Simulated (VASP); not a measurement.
A run of VASP 6.6.1 is set up as follows.

File INCAR:

```
SYSTEM = S
  PREC = Accurate
  ENCUT = 520
  EDIFF = 1E-6
  ISMEAR = 0
  SIGMA = 0.1
  LREAL = .False.
  LASPH = .True.
  NELM = 120
  ALGO = Normal
  ISIF = 3
  LWAVE = .False.
  LCHARG = .False.
  GGA = PE
  IBRION = 2
  NSW = 90
  EDIFFG = -0.01
  KPAR = 8
```

The input KPOINTS:

```
regular mesh
0
Gamma
  4 4 4
  0 0 0
```

POSCAR

```
S
1.0
    6.2665000000     -5.1375000000      0.0000000000
    6.2665000000      5.1375000000      0.0000000000
   -2.4626295800      0.0000000000      7.8621762700
S
20
Direct
    0.5389000000      0.6145000000      0.7308000000
    0.3855000000      0.4611000000      0.7692000000
    0.4611000000      0.3855000000      0.2692000000
    0.6145000000      0.5389000000      0.2308000000
    0.3848000000      0.7650000000      0.5640000000
    0.2350000000      0.6152000000      0.9360000000
    0.6152000000      0.2350000000      0.4360000000
    0.7650000000      0.3848000000      0.0640000000
    0.4071000000      0.0105000000      0.6931000000
    0.9895000000      0.5929000000      0.8069000000
    0.5929000000      0.9895000000      0.3069000000
    0.0105000000      0.4071000000      0.1931000000
    0.2556000000      0.0810000000      0.8726000000
    0.9190000000      0.7444000000      0.6274000000
    0.7444000000      0.9190000000      0.1274000000
    0.0810000000      0.2556000000      0.3726000000
    0.0124000000      0.1412000000      0.7321000000
    0.8588000000      0.9876000000      0.7679000000
    0.9876000000      0.8588000000      0.2679000000
    0.1412000000      0.0124000000      0.2321000000
```

Potentials or basis: VASP PAW PBE potentials, release 64 (S).

Launch:

```bash
$ cat potpaw_PBE.64/S/POTCAR > POTCAR
$ mpirun -np 8 vasp_std > vasp.out
```

(1) Estimate the space group after relaxing (to 0.05 Å).

(2) Estimate the band gap on the k mesh.

(3) Estimate the relaxed cell.

Results:

(1) C2/c (No. 15).

(2) 2.23 eV, indirect (least direct gap 2.33 eV).

(3) a = 8.711 Å, b = 8.711 Å, c = 9.443 Å, α = 101.86°, β = 101.86°, γ = 78.47°.
